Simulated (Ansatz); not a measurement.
Isomers of C4H8, relaxed with PBE0-D4/def2-TZVP in Ansatz; electronic energies, one conformer each and not always the lowest. Functionals use def2-TZVPP; CBS adds triple-zeta CCSD(T) − MP2 to the MP2 limit of def2-TZVPP and def2-QZVPP.

Order them by energy at frozen-core CCSD(T)/CBS, lowest first. (An estimate is asked.)
A. `C/C=C\C`
B. `C/C=C/C`
C. `C=CCC`
D. `C1CCC1`
E. `C=C(C)C`

E (0.0 kJ/mol), B (5.1 kJ/mol), A (9.5 kJ/mol), C (14.8 kJ/mol), D (37.9 kJ/mol).

How do PBE0-D4, B3LYP-D4, ωB97M-V, B3LYP place them (kJ/mol, against `C=C(C)C`)? (Best estimate.)

Computed: 
| isomer | PBE0-D4 | B3LYP-D4 | ωB97M-V | B3LYP |
| --- | --- | --- | --- | --- |
| `C1CCC1` | 25.6 | 49.3 | 32.5 | 49.6 |
| `C/C=C/C` | 3.4 | 3.8 | 4.7 | 1.4 |
| `C=CCC` | 17.2 | 16.3 | 15.9 | 14.8 |
| `C/C=C\C` | 7.5 | 7.9 | 9.3 | 6.7 |

B3LYP here is the variant with VWN-RPA as its local correlation; programs differ in this.
